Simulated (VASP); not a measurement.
Write the native input for VASP 6.6.1 that does the following.

```yaml
Task: relaxation of cell and atoms
Functional: r2SCAN
Dispersion: D3(BJ)
Potentials_or_basis: VASP PAW PBE potentials, release 64 (Cd, F)
Cutoff: 600 eV
k_mesh: 9 × 9 × 9
Occupations: gaussian, width 0.05 eV
Spin: no spin polarisation
Further_INCAR_settings: ALGO = Normal; EDIFF = 1e-06; IBRION = 2; EDIFFG = -0.01; NSW = 60; ISIF = 3
```

The structure of CdF lies in POSCAR:

```
CdF
1.0
    0.0000000000      2.5312012400      2.5312012400
    2.5312012400      0.0000000000      2.5312012400
    2.5312012400      2.5312012400      0.0000000000
Cd F
1 1
Direct
    0.0000000000      0.0000000000      0.0000000000
    0.5000000000      0.5000000000      0.5000000000
```

The cell was built by a generator and needn't be a form met in nature.

One way to write it, as run:

INCAR

```
SYSTEM = CdF
ALGO     = Normal         ! electronic algorithm
EDIFF    = 1E-6           ! SCF threshold, eV
EDIFFG   = -0.01          ! ionic threshold
ENCUT    = 600            ! plane-wave cutoff, eV
IBRION   = 2              ! ionic algorithm
ISIF     = 3              ! what is computed and relaxed
ISMEAR   = 0              ! smearing method
IVDW     = 12             ! dispersion correction
LASPH    = .True.         ! aspherical terms in the spheres
LCHARG   = .False.        ! write CHGCAR
LMIXTAU  = .True.       
LREAL    = .False.        ! projectors in reciprocal space
LWAVE    = .False.        ! write WAVECAR
METAGGA  = R2SCAN         ! meta-GGA
NELM     = 80             ! most SCF steps
NSW      = 60             ! ionic steps
PREC     = Accurate       ! precision mode
SIGMA    = 0.05           ! smearing width, eV
VDW_A1   = 0.49484001   
VDW_A2   = 5.73083694   
VDW_S6   = 1.0          
VDW_S8   = 0.78981345
```

KPOINTS

```
k-points
0
Gamma
  9 9 9
  0 0 0
```

Potentials or basis: VASP PAW PBE potentials, release 64 (Cd, F).

Run with:

```bash
$ cat potpaw_PBE.64/Cd/POTCAR potpaw_PBE.64/F/POTCAR > POTCAR
$ mpirun -np 1 vasp_std > vasp.out
```

It gave:

- Relaxed volume: 16.26 Å³/atom
- Relaxed cell: a = 3.582 Å, b = 3.582 Å, c = 3.582 Å, α = 60.00°, β = 60.00°, γ = 60.00°
- Space group after relaxing (to 0.05 Å): Fm-3m (No. 225)
- Energy gained by relaxing: 0.0 meV/atom
- Ionic steps: 2
- Pressure after relaxing: 0.0 GPa
- Band gap on the k mesh: none (metal or under the smearing width)
- Dispersion energy per atom: -0.102 eV

Caveat: the PAW data sets were made with another functional, which shifts forces and pressure a little; an odd number of electrons without spin polarisation forces a metal; a magnetic or distorted state may lie lower; pairwise dispersion overbinds metals, which lowers pressure and volume.

Run time: 2.3 min on 1 thread of Intel(R) Xeon(R) Platinum 8259CL CPU @ 2.50GHz (Skylake/Cascade Lake), on a shared host, peak memory 0.2 GiB.
